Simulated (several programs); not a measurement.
A 2-atom cell of CuI started from a crystallographic database, relaxed with r2SCAN in Ansatz, was computed with several methods. Space group F-43m (No. 216), cubic; a = 6.024 Å in the conventional setting, 27.33 Å³ an atom. Cu is surrounded by 4 I at 2.61 Å; I is surrounded by 4 Cu at 2.61 Å. Calculated for a static, non-magnetic cell.

```cif
data_structure
_symmetry_space_group_name_H-M 'F-43m'
_symmetry_Int_Tables_number 216
_cell_length_a 6.0241
_cell_length_b 6.0241
_cell_length_c 6.0241
_cell_angle_alpha 90.000
_cell_angle_beta 90.000
_cell_angle_gamma 90.000
_cell_volume 218.61
loop_
_atom_site_label
_atom_site_type_symbol
_atom_site_symmetry_multiplicity
_atom_site_Wyckoff_symbol
_atom_site_fract_x
_atom_site_fract_y
_atom_site_fract_z
_atom_site_occupancy
Cu1 Cu 4 d 0.25000 0.25000 0.75000 1
I1 I 4 a 0.00000 0.00000 0.00000 1
```

Gaps and times are for a single point on this cell; volume and bulk modulus come from each method's own relaxation or energy curve at fixed shape. Times are rough, from shared hosts (Arm Neoverse V1; Arm Neoverse V2), and each method has its own mesh and cell size. A dagger marks a closed or tiny gap in a crystal that DFT finds insulating: a failure of the method or a wrong SCF state. PM6 (MOPAC), PM7 (MOPAC), GFN1-xTB (tblite), GFN2-xTB (tblite) treat a cluster of cells at its zone centre, which samples few k points: where these miss a band edge, the gap comes out too large for that reason alone. Gaps from k meshes are read at a limited set of points (mesh, symmetry points, PBE's band edges), so each method's own least gap may be somewhat smaller. xTB and the PM methods were fitted mostly to molecules, and can miss a solid's gap by electronvolts. Minimal bases can be far off for gaps. Times of the plane-wave ladder aren't listed, since it ran on unlike processors and cards. GLLB-SC's gap includes the derivative discontinuity. d marks a direct gap, i an indirect one (no mark: not told apart), a dash a value that wasn't computed or didn't pass its checks.

```
                              method              kind  gap (eV)  own volume (Å³/atom)  bulk modulus (GPa)  atoms computed  processor time
                              PBEsol         semilocal         –                 26.19                   –               2               –
light PBE (260 eV and a coarse mesh)  light plane-wave    1.40 d                     –                   –               2           1.3 s
              PBE/single zeta (GPAW)       small basis     0.00†                     –                   –               2           2.8 s
                   GFN1-xTB (tblite)     tight binding      2.81                 29.76                  53         cluster             3 s
                                 LDA         semilocal    0.99 d                 25.19                   –               2               –
                                 PBE         semilocal    1.17 d                 28.08                  39               2               –
                   GFN2-xTB (tblite)     tight binding      5.18                 27.73                  44         cluster           4.5 s
                      PBE/SZV (CP2K)       small basis    0.87 d                     –                   –               2           8.3 s
                      GLLB-SC (GPAW)   model potential      2.61                     –                   –               2           8.9 s
                         PM7 (MOPAC)    semi-empirical     13.31                     –                   –         cluster           9.6 s
                              r2SCAN         semilocal    1.67 d                 27.33                  44               2               –
                             PBE+SOC         semilocal    1.01 d                     –                   –               2               –
                     PBE/DZVP (CP2K)       small basis    1.22 d                 29.16                  37               2            24 s
                         PM6 (MOPAC)    semi-empirical      0.75                     –                   –         cluster            31 s
                             LC-ωPBE            hybrid    7.34 d                     –                   –               2               –
                               HSE06            hybrid    2.67 d                 28.45                   –               2               –
                                PBE0            hybrid    3.33 d                     –                   –               2               –
                            DDH-PBE0            hybrid    2.51 d                     –                   –               2               –
                             r2SCAN0            hybrid    3.67 d                     –                   –               2               –
                           HSE06+SOC            hybrid    2.46 d                     –                   –               2               –
```

Question: How far from the measured values lie the methods that can be set against them?

Answer:
- Volume, measured 27.72 Å³ an atom: PBEsol -5.5 %, GFN1-xTB (tblite) +7.4 %, LDA -9.1 %, PBE +1.3 %, GFN2-xTB (tblite) 0.0 %, r2SCAN -1.4 %, PBE/DZVP (CP2K) +5.2 %, HSE06 +2.6 %.
The calculations are for a static lattice; samples hold vibrations, temperature and, in optical gaps, excitons. A measured value is shown where most reports agree with it, and only for the quantities listed. Sources: 27.72 Å³ an atom (from the lattice constants; cubic lattice constant; “Determination of acoustic phonon anharmonicities via second-order Raman scattering in CuI”; measurement temperature not stated, presumably room temperature; 2023; arxiv:2305.18931).

Only the rows marked +SOC include spin-orbit coupling.
